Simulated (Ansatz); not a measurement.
Write the native input for Ansatz 0.2.0 that does the following.

| Quantity | Value |
| --- | --- |
| Task | density of states |
| Functional | PBEsol |
| Potentials or basis | all-electron LAPW, scalar-relativistic |
| Cutoff | 348 eV (chosen from the basis error) |
| Basis error allowed | 0.001 eV/atom |
| k mesh | 11 × 11 × 11 |
| Occupations | fermi-dirac, width 0.05 eV |
| Spin | collinear spin, ferromagnetic start |
| Starting moments | [3.0, 0.0] μB |

Crystal: FeO (Wuestite).

```
Fe O
1.0
     1.51882    0.87689    2.51958
    -1.51882    0.87689    2.51958
     0.00000   -1.75378    2.51958
Fe O
1 1
Direct
  0.00000 0.00000 0.00000
  0.50000 0.50000 0.50000
```

These files were run (other wordings do the same):

input.yaml

```yaml
crystal:
  lattice:
    - [1.5188209023, 0.8768916568, 2.5195772846]
    - [-1.5188209023, 0.8768916568, 2.5195772846]
    - [0.0, -1.7537833136, 2.5195772846]
  atoms:
    - { symbol: Fe, position: [0.0, 0.0, 0.0], spin: 3.0 }
    - { symbol: O, position: [0.5, 0.5, 0.5] }
kpoints:
  mp_grid: { grid: [11, 11, 11] }
scf:
  occupations: { method: fermi_dirac, width: 0.05 }
hamiltonian:
  xc: pbesol
  pseudopotentials: { kind: all_electron, lapw: { basis_error: 0.001 } }
magnetization:
  spin_polarized: true
output:
  forces: true
  stress: true
  eigenvalues: true
  dos: { projected: false, de: 0.1, e_range: [-10, 10] }
```

Potentials or basis: all-electron LAPW, scalar-relativistic.

Command:

```console
$ ansatz run input.yaml --threads 2 --pin off --max-ram 6144MiB --backend cpu --events-out ev --progress --plain --runs-dir out
```

Results of the run:

```yaml
Pressure: -9.5 GPa
Band_gap_on_the_k_mesh: none (metal or under the smearing width)
Net_moment: 4.00 μB per cell
Absolute_moment: 4.01 μB per cell
Site_moments: Fe +3.62; O +0.32 μB
```

Caveat: a cell with one magnetic atom can't hold antiferromagnetic order, which such compounds often take; semilocal functionals often make such compounds metallic where correlation or magnetic order opens a gap, which also shifts bond lengths; the density of states is complete only up to the lowest level of the last band computed.

Run time: 26 s on 2 threads of Arm Neoverse V2 (shared host), peak memory 0.63 GiB.
